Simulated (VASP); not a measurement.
Hf5H: single point with PBE+D3(BJ)

The system is Hf5H, a slab with vacuum.

```xyz
6
Lattice="4.9564 0.0000 0.0000 -2.4782 4.2924 0.0000 0.0000 0.0000 21.1328" Properties=species:S:1:pos:R:3 pbc="T T T"
Hf    2.4782    1.4308    4.0000
Hf    0.0000    2.8616    5.0117
Hf    0.0000    0.0000    5.8398
Hf    2.4782    1.4308    6.6870
Hf    0.0000    2.8616    7.8328
H    -2.2029    6.6770   10.3328
```

The cell isn't the ideal one: H held 2.50 Å above the top plane over (0/9, 8/9) of the surface cell.

- Program: VASP 6.6.1
- Task: single point
- Functional: PBE
- Dispersion: D3(BJ)
- Potentials or basis: VASP PAW PBE potentials, release 64 (Hf_pv, H)
- Cutoff: 520 eV
- k mesh: 6 × 6 × 1
- Occupations: gaussian, width 0.1 eV
- Spin: no spin polarisation

| Quantity | Value |
| --- | --- |
| Largest force | 2.135 eV/Å |
| Band gap on the k mesh | none (metal or under the smearing width) |
| Dispersion energy per atom | -0.203 eV |

Forces in eV/Å, atoms in the order of the input:
```
Hf   0.022 -0.041 -1.015
Hf   0.017 -0.008  1.066
Hf  -0.030  0.045  0.022
Hf  -0.095  0.137 -0.214
Hf   0.255 -0.483  2.064
H   -0.170  0.350 -1.923
```

Levels at points of the mesh, in eV from the Fermi level:
```csv
k point,band 21,band 22,band 23,band 24,band 25,band 26,band 27,band 28,band 29,band 30
"(0.00, 0.00, 0.00)",-0.96,-0.95,-0.76,-0.45,-0.27,-0.26,0.01,0.01,0.36,1.05
"(0.50, 0.00, 0.00)",-1.04,-0.88,-0.51,-0.38,-0.08,-0.03,0.06,0.13,0.31,1.00
"(0.00, 0.50, 0.00)",-1.04,-0.87,-0.60,-0.39,-0.11,-0.03,0.11,0.12,0.42,0.97
"(0.50, 0.50, 0.00)",-1.04,-0.86,-0.50,-0.44,-0.04,-0.02,0.00,0.13,0.32,1.08
```

Run time: 22 min on 1 thread of Intel(R) Xeon(R) Platinum 8259CL CPU @ 2.50GHz (Skylake/Cascade Lake), with other jobs on the host, peak memory 0.71 GiB.

Spin-orbit coupling is left out, which matters for the levels of Hf.
